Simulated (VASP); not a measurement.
**CdSe: equation of state with PBE**

Crystal: CdSe.

```
Cd Se
1.0
     0.00000    2.87396    2.87396
     2.87396    0.00000    2.87396
     2.87396    2.87396    0.00000
Cd Se
1 1
Direct
  0.00000 0.00000 0.00000
  0.50000 0.50000 0.50000
```

Measurements of this composition are mostly on another form, of space group No. 186.

```
Program             : VASP 6.6.1
Task                : equation of state
Functional          : PBE
Potentials or basis : VASP PAW PBE potentials, release 64 (Cd, Se)
Cutoff              : 520 eV
k mesh              : 8 × 8 × 8
Occupations         : fermi-dirac, width 0.05 eV
Spin                : no spin polarisation
```

| Item | Value |
| --- | --- |
| Equilibrium volume | 23.74 Å³/atom |
| Bulk modulus | 60 GPa |
| Pressure derivative of the bulk modulus | 4.8 |

Energy against volume, from the lowest point:
| volume (Å³/atom) | energy (meV/atom) |
| --- | --- |
| 22.314 | 18.12 |
| 22.788 | 7.76 |
| 23.263 | 1.89 |
| 23.738 | 0.00 |
| 24.213 | 1.64 |
| 24.687 | 6.44 |
| 25.162 | 14.07 |

All runs of the series together: 2.4 min on 1 thread of Intel(R) Xeon(R) Platinum 8559C (Emerald Rapids) (shared host).
